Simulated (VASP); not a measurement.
Ag, 1 atom in the cell. Symmetry: Fm-3m, No. 225, cubic system. The conventional cell has a = 4.085 Å, b = 4.085 Å, c = 4.085 Å, α = 90.00°, β = 90.00°, γ = 90.00°. Ag (site symmetry m-3m) has 12 Ag at 2.89 Å as nearest neighbours. 

| Property | Result |
| --- | --- |
| Program | VASP 6.6.1 |
| Task | relaxation of cell and atoms |
| Functional | rev-vdW-DF2 |
| Potentials or basis | VASP PAW PBE potentials, release 64 (Ag) |
| Cutoff | 600 eV |
| k mesh | 11 × 11 × 11 |
| Occupations | fermi-dirac, width 0.05 eV |
| Spin | no spin polarisation |
| Further INCAR settings | ALGO = Fast; EDIFF = 1e-06; IBRION = 2; EDIFFG = -0.01; NSW = 60; ISIF = 3 |

Potentials or basis: VASP PAW PBE potentials, release 64 (Ag).

Launch:

```bash
$ cat potpaw_PBE.64/Ag/POTCAR > POTCAR
$ mpirun -np 1 vasp_std > vasp.out
```

Hardware: 1 thread of AMD EPYC 9R45 96-Core Processor (Zen 5), on a shared host.

Task: How long does it take, and how much memory?

Result: Run time: 31 s on 1 thread of AMD EPYC 9R45 96-Core Processor (Zen 5), on a shared host, peak memory 0.25 GiB. Counts: scf iterations 23, k points 56, ion steps 3.
